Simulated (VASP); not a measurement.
# CdS (Imm2) in VASP: a series of runs

The runs below take CdS through single point, with PBE.

Program: VASP 6.6.1. These are calculated values, not measurements. Logs are shortened: lines on timing, memory, paths and dates and some standing lists are left out, and cuts for length are marked.

## (1) The structure

The structure is orthorhombic, space group Imm2 (No. 44). The conventional cell has a = 4.133 Å, b = 4.248 Å, c = 5.844 Å, α = 90.00°, β = 90.00°, γ = 90.00°. Cd (site symmetry mm2) has 4 S at 2.55 to 2.56 Å as nearest neighbours. Around S (site symmetry mm2) lie 4 Cd at 2.55 to 2.56 Å.

The cell was built by a generator and needn't be a form met in nature.

## (2) Single point, PBE

The input, INCAR:

```
PREC     = Accurate       # precision mode
ENCUT    = 520            # plane-wave cutoff, eV
EDIFF    = 1E-6           # SCF threshold, eV
ISMEAR   = 0              # smearing method
SIGMA    = 0.02           # smearing width, eV
LREAL    = F              # projectors in reciprocal space
LASPH    = T              # aspherical terms in the spheres
NELM     = 100            # most SCF steps
ALGO     = Fast           # electronic algorithm
ISIF     = 2              # what is computed and relaxed
LWAVE    = F              # write WAVECAR
LCHARG   = F              # write CHGCAR
GGA      = PE             # functional
NBANDS   = 26             # bands
```

The input, KPOINTS:

```
Automatic mesh
0
Gamma
  8 6 6
```

The input, POSCAR:

```
CdS
1.0
    4.1325118972      0.0000000000      0.0000000000
    0.0000000000      5.8442543966      0.0000000000
    0.0000000000      0.0000000000      4.2477401360
Cd S
2 2
Direct
    0.0000000000     -0.0029854406      0.0000058500
    0.5000000000      0.4970145594      0.5000058500
    0.5000000000      0.2529854406      0.0000058500
    0.0000000000      0.7529854406      0.5000058500
```

Potentials or basis: VASP PAW PBE potentials, release 64 (Cd, S).

The run is started by

```console
$ cat potpaw_PBE.64/Cd/POTCAR potpaw_PBE.64/S/POTCAR > POTCAR
$ mpirun -np 1 vasp_std > vasp.out
```

OUTCAR:

```text
PREC = Accurate
   ENCUT = 520
   EDIFF = 1E-6
   ISMEAR = 0
   LREAL = F
   LASPH = T
   NELM = 100
   ISIF = 2
   GGA = PE

 ion  position               nearest neighbor table
   1  0.000  0.997  0.000-   3 2.55   3 2.55   4 2.56   4 2.56
   2  0.500  0.497  0.500-   4 2.55   4 2.55   3 2.56   3 2.56
   3  0.500  0.253  0.000-   1 2.55   1 2.55   2 2.56   2 2.56
   4  0.000  0.753  0.500-   2 2.55   2 2.55   1 2.56   1 2.56

  LATTYP: Found a simple orthorhombic cell.
 ALAT       =     4.1325118972
 B/A-ratio  =     1.0278833411
 C/A-ratio  =     1.4142135684

  Lattice vectors:

 A1 = (  -4.1325118972,   0.0000000000,   0.0000000000)
 A2 = (   0.0000000000,   0.0000000000,   4.2477401360)
 A3 = (   0.0000000000,   5.8442543966,   0.0000000000)

Analysis of symmetry for initial positions (statically):
=====================================================================
 Subroutine PRICEL returns following result:

  LATTYP: Found a body centered orthorhombic cell.
 ALAT       =     4.1325118972
 B/A-ratio  =     1.0278833411
 C/A-ratio  =     1.4142135684

  Lattice vectors:

 A1 = (   2.0662559486,   2.9221271983,   2.1238700680)
 A2 = (  -2.0662559486,   2.9221271983,  -2.1238700680)
 A3 = (  -2.0662559486,  -2.9221271983,   2.1238700680)

   2 primitive cells build up your supercell.

 Routine SETGRP: Setting up the symmetry group for a
 simple orthorhombic supercell.

 Subroutine GETGRP returns: Found  4 space group operations
 (whereof  2 operations were pure point group operations)
 out of a pool of  8 trial point group operations.

The static configuration has the point symmetry C_1h.
 The point group associated with its full space group is C_2v.

Analysis of symmetry for dynamics (positions and initial velocities):
=====================================================================
 Subroutine PRICEL returns following result:

  LATTYP: Found a body centered orthorhombic cell.
 ALAT       =     4.1325118972
 B/A-ratio  =     1.0278833411
 C/A-ratio  =     1.4142135684

  Lattice vectors:

 A1 = (   2.0662559486,   2.9221271983,   2.1238700680)
 A2 = (  -2.0662559486,   2.9221271983,  -2.1238700680)
 A3 = (  -2.0662559486,  -2.9221271983,   2.1238700680)

[... 100 lines left out ...]
 SYSTEM =  unknown system
   PREC   = accura    normal or accurate (medium, high low for compatibility)
   ISTART =      0    job   : 0-new  1-cont  2-samecut
   ICHARG =      2    charge: 1-file 2-atom 10-const
   ISPIN  =      1    spin polarized calculation?
   LNONCOLLINEAR =      F non collinear calculations
   LSORBIT =      F    spin-orbit coupling
   LASPH  =      T    aspherical Exc in radial PAW
   ENCUT  =  520.0 eV  38.22 Ry    6.18 a.u.   7.68 10.87  7.90*2*pi/ulx,y,z
   NELM   =    100;   NELMIN=  2; NELMDL= -5     # of ELM steps
   EDIFF  = 0.1E-05   stopping-criterion for ELM
   LREAL  =      F    real-space projection
   EDIFFG = 0.1E-04   stopping-criterion for IOM
   NSW    =      0    number of steps for IOM
   IBRION =     -1    ionic relax: 0-MD 1-quasi-New 2-CG
   NFREE  =      0    steps in history (QN), initial steepest desc. (CG)
   ISIF   =      2    stress and relaxation
   ISYM   =      2    0-nonsym 1-usesym 2-fastsym
   POTIM  = 0.5000    time-step for ionic-motion
   TEBEG  =    0.0;   TEEND  =   0.0 temperature during run
   PSTRESS=    0.0 pullay stress
   NELECT =      36.0000    total number of electrons
   NUPDOWN=      -1.0000    fix difference up-down
   EMIN   =  10.00;   EMAX   =-10.00  energy-range for DOS
   EFERMI =   0.00;   METHOD = LEGACY
   ISMEAR =     0;   SIGMA  =   0.02  broadening in eV -4-tet -1-fermi 0-gaus
   EFERMI_NEDOS =   21; number of points for ismear=-14 and -15
   IALGO  =     68    algorithm
   IMIX   =      4    mixing-type and parameters
     AMIX     =   0.40;   BMIX     =  1.00
     AMIX_MAG =   1.60;   BMIX_MAG =  1.00
  volume/ion in A,a.u.               =      25.65       173.08
  Fermi-wavevector in a.u.,A,eV,Ry     =   1.154716  2.182097 18.141595  1.333370
  Thomas-Fermi vector in A             =   2.291351
   LORBIT       =      0    0 simple, 1 ext, 2 COOP (PROOUT), +10 PAW based schemes
   GGA     = PE    functional components
   LHFCALC =     F    Hartree Fock is set to
   AEXX    =    0.0000 exact exchange contribution
   IVDW    =     0    specifies the selected vdW correction
   LEPSILON=     F    determine dielectric tensor
   LRPA    =     F    only Hartree local field effects (RPA)
 non-spin polarized calculation
 RMM-DIIS sequential band-by-band and
 Gauss-broadening in eV      SIGMA  =   0.02
  energy-cutoff  :      520.00
  volume of cell :      102.59
 maximum number of plane-waves:      2790
 NGX is ok and might be reduce to    32
   NGX = 15   NGY = 21   NGZ = 15

 number of electron      36.0000008 magnetization

 Free energy of the ion-electron system (eV)
  ---------------------------------------------------
  ext. energy  EPLUGINS =         0.00000000
  ---------------------------------------------------
  free energy    TOTEN  =       -12.28068313 eV

  energy without entropy =      -12.28068313  energy(sigma->0) =      -12.28068313

 E-fermi :   1.1897     XC(G=0):  -8.9957

 val. band max:        1.0722886057   @ k =   0.0000   0.0000   0.0000
 cond. band min:       2.1038957879   @ k =   0.0000   0.0000   0.0000
 fundamental gap:      1.0316071822
 Fermi energy:         1.1897389729

 k-point     1 :       0.0000    0.0000    0.0000
  band No.  band energies     occupation
      1     -11.1338      2.00000
      2     -10.6133      2.00000
      3      -6.5873      2.00000
      4      -6.5737      2.00000
      5      -6.5736      2.00000
      6      -6.3809      2.00000
[... 685 lines left out ...]
     25       9.2267      0.00000
     26       9.9549      0.00000

 [... further k-points ...]
[... 5 lines left out ...]
  --------------------------------------------------------------------------------------
  -------------------------------------------------------------------------------------
  Total        1.0964422      0.7986751      0.1987688      0.0000000      0.0000000      0.0000000
  in kB       17.1236040     12.4732486      3.1042567      0.0000000      0.0000000      0.0000000
  external PRESSURE =      10.9003698 kB  Pullay stress =       0.0000000 kB

 VOLUME and BASIS-vectors are now :
 -----------------------------------------------------------------------------
  energy-cutoff  :      520.00
  volume of cell :      102.59
      direct lattice vectors                 reciprocal lattice vectors
     4.132511897  0.000000000  0.000000000     0.241983574  0.000000000  0.000000000
     0.000000000  5.844254397  0.000000000     0.000000000  0.171108226  0.000000000
     0.000000000  0.000000000  4.247740136     0.000000000  0.000000000  0.235419298

 POSITION                                       TOTAL-FORCE (eV/Angst)
 -----------------------------------------------------------------------------------
      0.00000      5.82681      0.00002         0.000000     -0.002739      0.000000
      2.06626      2.90468      2.12389        -0.000000     -0.002739      0.000000
      2.06626      1.47851      0.00002         0.000000      0.002739      0.000000
      0.00000      4.40064      2.12389         0.000000      0.002739     -0.000000
 -----------------------------------------------------------------------------------
    total drift:                                0.000000     -0.001324     -0.000002

  FREE ENERGIE OF THE ION-ELECTRON SYSTEM (eV)
  ---------------------------------------------------
  free  energy   TOTEN  =       -12.2806831287 eV

  energy  without entropy=      -12.2806831287  energy(sigma->0) =      -12.28068313
```

Wall time 2.3 min (1 thread of Intel Xeon Platinum 8488C (Sapphire Rapids), shared host); peak memory 0.33 GiB.

Results:

* Free energy: -12.2807 eV
* Pressure: 1.1 GPa
* Band gap on the k mesh: 1.03 eV

Forces on the atoms (eV/Å):
```
Cd   0.000 -0.003  0.000
Cd   0.000 -0.003  0.000
S    0.000  0.003  0.000
S    0.000  0.003  0.000
```

Levels at points of the mesh, in eV from the valence-band top:
```tsv
k point	band 15	band 16	band 17	band 18	band 19	band 20	band 21	band 22
(0.00, 0.00, 0.00)	-1.73	-0.10	-0.02	0.00	1.03	3.47	4.26	6.36
(0.50, 0.00, 0.00)	-1.90	-1.90	-0.86	-0.86	4.03	4.03	6.04	6.04
(0.00, 0.50, 0.00)	-1.11	-1.11	-0.93	-0.93	3.48	3.48	4.77	4.77
(0.50, 0.50, 0.00)	-0.84	-0.84	-0.70	-0.70	2.84	2.84	6.84	6.84
(0.00, 0.00, 0.50)	-1.95	-1.95	-0.71	-0.71	4.22	4.22	6.11	6.11
(0.50, 0.00, 0.50)	-1.79	-1.79	-1.77	-1.77	3.58	3.58	4.31	4.31
(0.00, 0.50, 0.50)	-0.73	-0.73	-0.69	-0.69	3.01	3.01	7.01	7.01
(0.50, 0.50, 0.50)	-2.16	-2.16	-2.10	-2.10	5.28	5.28	5.44	5.44
```

As with any semilocal functional, this PBE gap is likely too small.

## (3) Single point, PBE

This run uses another cell than the first one, of 25.59 Å³/atom, 0.998 times its volume.

The input, INCAR:

```
ALGO = Fast ; EDIFF = 1E-6
ENCUT = 520 ; GGA = PE
ISIF = 2 ; ISMEAR = 0
LASPH = T ; LCHARG = F
LREAL = F ; LWAVE = F
NBANDS = 26 ; NELM = 100
PREC = Accurate ; SIGMA = 0.02
```

The input, KPOINTS:

```
k-points
0
Gamma
  8 6 6
```

The input, POSCAR:

```
CdS
1.0
    4.1325118972      0.0000000000      0.0000000000
    0.0000000000      5.8442543966      0.0000000000
    0.0000000000      0.0000000000      4.2383675315
Cd S
2 2
Direct
    0.0000000000      0.0000000000      0.0000000000
    0.5000000000      0.5000000000      0.5000117000
    0.5000000000      0.2500000000      0.0000000000
    0.0000000000      0.7500000000      0.5000117000
```

Potentials or basis: VASP PAW PBE potentials, release 64 (Cd, S).

The run is started by

```console
$ cat potpaw_PBE.64/Cd/POTCAR potpaw_PBE.64/S/POTCAR > POTCAR
$ mpirun -np 1 vasp_std > vasp.out
```

Run time: 2 min. Hardware: 1 thread of Intel Xeon Platinum 8488C (Sapphire Rapids), shared host; peak memory 0.33 GiB.

Results (log left out):

| Property | Result |
| --- | --- |
| Free energy | -12.2751 eV |
| Pressure | 1.3 GPa |
| Largest force | 0.152 eV/Å |
| Band gap on the k mesh | 1.06 eV |

Forces on the atoms (eV/Å):
```
Cd   0.000 -0.152  0.000
Cd   0.000 -0.152  0.000
S    0.000  0.152  0.000
S    0.000  0.152  0.000
```

Stress tensor (GPa, compression positive):
```
 2.47  0.00  0.00
 0.00  1.43  0.00
 0.00  0.00 -0.03
```

Levels at points of the mesh, in eV from the valence-band top:
| k point | band 15 | band 16 | band 17 | band 18 | band 19 | band 20 | band 21 | band 22 |
| --- | --- | --- | --- | --- | --- | --- | --- | --- |
| (0.00, 0.00, 0.00) | -1.73 | -0.07 | -0.01 | 0.00 | 1.06 | 3.52 | 4.25 | 6.37 |
| (0.50, 0.00, 0.00) | -1.92 | -1.92 | -0.82 | -0.82 | 4.08 | 4.08 | 6.11 | 6.11 |
| (0.00, 0.50, 0.00) | -1.08 | -1.08 | -0.94 | -0.94 | 3.51 | 3.51 | 4.78 | 4.78 |
| (0.50, 0.50, 0.00) | -0.80 | -0.80 | -0.74 | -0.74 | 2.89 | 2.89 | 6.82 | 6.82 |
| (0.00, 0.00, 0.50) | -1.93 | -1.93 | -0.73 | -0.73 | 4.22 | 4.22 | 6.08 | 6.08 |
| (0.50, 0.00, 0.50) | -1.79 | -1.79 | -1.77 | -1.77 | 3.60 | 3.60 | 4.32 | 4.32 |
| (0.00, 0.50, 0.50) | -0.71 | -0.71 | -0.67 | -0.67 | 2.99 | 2.99 | 6.99 | 6.99 |
| (0.50, 0.50, 0.50) | -2.16 | -2.16 | -2.10 | -2.10 | 5.30 | 5.30 | 5.45 | 5.45 |
